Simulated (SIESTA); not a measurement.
The system is PtS2.

```xyz
3
Lattice="3.5432 0.0000 0.0000 -1.7716 3.0685 0.0000 0.0000 0.0000 5.0388" Properties=species:S:1:pos:R:3 pbc="T T T"
Pt    0.0000    0.0000    0.0000
S     1.7716    1.0228    3.8950
S     0.0000    2.0457    1.1438
```

Program: SIESTA 5.4.2. Alike in all runs: task single point; level PBE; no spin polarisation; cell as given; k mesh 9 × 9 × 5; smearing fermi-dirac 0.05 eV; grid cutoff 800 Ry; energy shift 0.003 Ry.

**Question.** Order these runs on this cell by their pressure, lowest first.
A. potentials or basis PseudoDojo 0.4 standard (PBE files), SZP (energy shift 0.003 Ry)
B. potentials or basis PseudoDojo 0.4 standard (PBE files), TZP (energy shift 0.003 Ry; two zetas on semicore shells)
C. potentials or basis PseudoDojo 0.4 standard (PBE files), DZDP (energy shift 0.003 Ry; two zetas on semicore shells)
D. potentials or basis PseudoDojo 0.4 standard (PBE files), SZ (energy shift 0.003 Ry)
E. potentials or basis PseudoDojo 0.4 standard (PBE files), DZ (energy shift 0.003 Ry; two zetas on semicore shells)

**Answer.** B (13.4 GPa), C (15.2 GPa), A (17.0 GPa), E (22.7 GPa), D (33.0 GPa).

Caveats: short orbitals over semicore shells can move pressures by several GPa; the basis of atomic orbitals isn't converged, which shifts pressures, moduli and gaps; the basis has no polarisation orbitals (some runs); a pressure of tens of GPa on the cell as given is suspect, and the run, the potentials or the cell itself is likely at fault (some runs).
